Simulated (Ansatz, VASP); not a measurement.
## One calculation of Lu, two programs

```
Lu
1.0
    -1.98196    1.98196    1.98196
     1.98196   -1.98196    1.98196
     1.98196    1.98196   -1.98196
Lu
1
Direct
  0.00000 0.00000 0.00000
```

Alike in both runs: functional RPBE; k mesh 11 × 11 × 11; occupations fermi-dirac, width 0.1 eV; no spin polarisation.

Ansatz relaxed the structure, and its values are those at the end. VASP's run is a single point on that final structure, the one shown.

|  | VASP | Ansatz |
| --- | --- | --- |
| version | VASP 6.6.1 | Ansatz 0.2.0 |
| potentials or method | VASP PAW PBE potentials, release 64 (Lu) | plane waves (420 eV) with PAW, scalar-relativistic |
| plane-wave cutoff (eV) | 520 | 420 |
| valence electrons in the cell | 25 | 25 |

VASP gave:

| Item | Value |
| --- | --- |
| pressure (GPa) | 0.1 |

**Question.** Which values does Ansatz return?

**Answer.** Pressure (GPa): 0.0.

With one functional, cell and mesh, what is left measures potentials, basis and numerics.

Caveats: the PAW data sets were made with another functional, which shifts forces and pressure a little (VASP). The runs have no spin-orbit coupling, so splittings on Lu are missing.
